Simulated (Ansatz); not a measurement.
A 2-atom cell of ZnSe started from a crystallographic database, relaxed with r2SCAN in the PAW code Ansatz. The symmetry is F-43m (No. 216, cubic); a = 5.665 Å in the conventional setting, 22.72 Å³ an atom. Zn has 4 Se at 2.45 Å; Se has 4 Zn at 2.45 Å.

The axes x, y and z are those of this cell:
```
CELL_PARAMETERS angstrom
0.00000 2.83242 2.83242
2.83242 0.00000 2.83242
2.83242 2.83242 0.00000
ATOMIC_POSITIONS crystal
Zn 0.00000 0.00000 0.00000
Se 0.25000 0.25000 0.25000
```

Unstrained: The PBE gap is direct at Γ: 1.294 eV. r2SCAN gives a direct gap of 1.869 eV at Γ. HSE06 gives a direct gap of 2.422 eV at Γ. Meshes: PBE 8×8×8, r2SCAN 8×8×8, HSE06 6×6×6. Strains are changes of length per length. After each strain the atoms were relaxed again with r2SCAN within the symmetry that the strain leaves, so tilts or polar shifts that break it weren't tested; points keep the names that they have in the unstrained zone. Calculated for a static, non-magnetic cell.

(1) Apply uniaxial +2.31 % along x, other directions held. How far does the gap move, against the unstrained cell?

(2) Estimate what biaxial -2.71 % in x and y, z held does to the gap.

Answers

(1) PBE: the gap goes from 1.294 to 1.172 eV (-0.122 eV); with r2SCAN the top three valence levels at Γ, degenerate before, become 2+1 from the top over 89 meV. r2SCAN: the gap goes from 1.869 to 1.741 eV (-0.128 eV). HSE06: the gap goes from 2.422 to 2.287 eV (-0.135 eV). The r2SCAN energy rises by 3.3 meV an atom.

(2) PBE: the gap goes from 1.294 to 1.479 eV (+0.185 eV); with r2SCAN the top three valence levels at Γ, degenerate before, become 2+1 from the top over 115 meV. r2SCAN: the gap goes from 1.869 to 2.069 eV (+0.200 eV). HSE06: the gap goes from 2.422 to 2.632 eV (+0.210 eV). The r2SCAN energy rises by 16.0 meV an atom.

The runs are scalar-relativistic, without spin-orbit coupling.

The meshes of the hybrids are coarse, so their gaps aren't converged to the digits shown.

The splittings at Γ are without spin-orbit coupling, which regroups them where it is of like size or larger.
